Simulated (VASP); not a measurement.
AlAs:

```xyz
2
Lattice="0.0000 2.8409 2.8409 2.8409 0.0000 2.8409 2.8409 2.8409 0.0000" Properties=species:S:1:pos:R:3 pbc="T T T"
Al    0.0000    0.0000    0.0000
As    1.4204    1.4204    1.4204
```

Base run:

- Program: VASP 6.6.1
- Functional: PBEsol
- Potentials or basis: VASP PAW PBE potentials, release 64 (Al, As)
- Cutoff: 520 eV
- k mesh: 8 × 8 × 8
- Occupations: gaussian, width 0.03 eV
- Spin: no spin polarisation

Its results: band gap on the k mesh 1.34 eV, indirect (least direct gap 1.89 eV); pressure 0.0 GPa.

Task: The run is repeated on the same cell with these changes: functional from PBEsol to LDA; potentials or basis from VASP PAW PBE potentials, release 64 (Al, As) to VASP PAW LDA potentials, release 64 (Al, As). What comes out?

Result: Band gap on the k mesh 1.36 eV, indirect (least direct gap 1.80 eV); pressure -1.7 GPa.

Caveats: the PAW data sets were made with another functional, which shifts forces and pressure a little (some runs).
